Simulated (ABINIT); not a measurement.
Hf:

```xyz
1
Lattice="2.9138 0.0000 0.0000 0.0000 2.9138 0.0000 0.0000 0.0000 2.9138" Properties=species:S:1:pos:R:3 pbc="T T T"
Hf    1.4569    1.4569    1.4569
```

The cell was built by a generator and needn't be a form met in nature.

Base run:

```yaml
Program: ABINIT 10.8.3 (patched build)
Functional: RPBE
Potentials_or_basis: JTH PAW PBE v2.0
Cutoff: 626 eV
k_mesh: 9 × 9 × 9
Occupations: fermi-dirac, width 0.05 eV
Spin: no spin polarisation
```

Its results: band gap on the k mesh none (metal or under the smearing width); pressure 2.1 GPa.

The run is repeated on the same cell with these changes: functional from RPBE to revPBE. What comes out?

Band gap on the k mesh none (metal or under the smearing width); pressure 1.4 GPa.

Caveats: the PAW data sets were made with another functional, which shifts forces and pressure a little.

Not every run made on this cell is shown here.
